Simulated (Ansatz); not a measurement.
# Ga: energy and pressure over a range of volumes

An exercise on one series of results from a longer session: the logs are not shown, and one member is left open.

Program: Ansatz 0.2.0. Level of theory: DFT PBE, scalar-relativistic. These are calculated values, not measurements.

### The starting structure

The structure is orthorhombic, space group Cmcm (No. 63). Conventional cell: a = 2.900 Å, b = 8.130 Å, c = 3.170 Å, α = 90.00°, β = 90.00°, γ = 90.00°. Ga (site symmetry m2m) has 8 Ga at 2.68 to 2.90 Å as nearest neighbours.

Coordinates:

```xyz
2
Lattice="1.4500 -4.0650 0.0000 1.4500 4.0650 0.0000 0.0000 0.0000 3.1700" Properties=species:S:1:pos:R:3 pbc="T T T"
Ga    1.4500   -2.9837    0.7925
Ga    1.4500    2.9837    2.3775
```

Structure: COD 9012485, as refined from experiment and not relaxed.

Atoms are numbered in the order of the input: Ga1, Ga2.

Set-up of the first run:

Input file input.yaml:

```yaml
crystal:
  lattice:
    - [1.4254189801, -3.9960883822, 0.0]
    - [1.4254189801, 3.9960883822, 0.0]
    - [0.0, 0.0, 3.1162608048]
  atoms:
    - { symbol: Ga, position: [0.867, 0.133, 0.25] }
    - { symbol: Ga, position: [0.133, 0.867, 0.75] }
kpoints:
  mp_grid: { grid: [12, 12, 10] }
scf:
  occupations: { method: fermi_dirac, width: 0.08 }
hamiltonian:
  xc: pbe
  pseudopotentials: { kind: all_electron, lapw: { basis_error: 0.001 } }
output:
  forces: true
  stress: true
  eigenvalues: true
```

The run is started by

```bash
$ ansatz run input.yaml --threads 1 --pin off --max-ram 3072MiB --backend cpu --events-out ev --progress --plain --runs-dir out
```

Steps of the session up to this table: Volume × 0.95, LAPW; Volume × 0.95, PAW; Volume × 0.95, crystal datasets; Volume × 0.975, LAPW; Volume × 0.975, PAW; Volume × 1.025, LAPW; Volume × 1.025, PAW; Volume × 1.05, LAPW; Volume × 1.05, PAW; Volume × 1.05, crystal datasets.

One table of the session follows, with a row left open; its other results are not shown here.

```
          method  volume (Å³/atom)  pressure (GPa)  largest force (eV/Å)
            LAPW            17.751            4.84                 0.222
            LAPW            18.218            3.13                 0.209
            LAPW            18.685            1.65                 0.195
            LAPW            19.152            0.38                 0.182
            LAPW            19.619           -0.72                 0.169
             PAW            17.751            4.81                 0.223
             PAW            18.218               ?                     ?
             PAW            18.685            1.63                 0.195
             PAW            19.152            0.36                 0.182
             PAW            19.619           -0.74                 0.169
crystal datasets            17.751            4.84                 0.222
crystal datasets            18.685            1.65                 0.195
crystal datasets            19.619           -0.72                 0.169
```

Q: Estimate the row for PAW, 18.218 from the others.

The run gave: pressure (GPa): 3.10; largest force (eV/Å): 0.209. In the column «pressure (GPa)» it lies between crystal datasets, 18.685 (1.65) and LAPW, 18.218 (3.13).

Limits of these values: Shape and positions are held, so a fully relaxed modulus can be lower. Warnings in the runs' records: crystal datasets made, printed levels off.
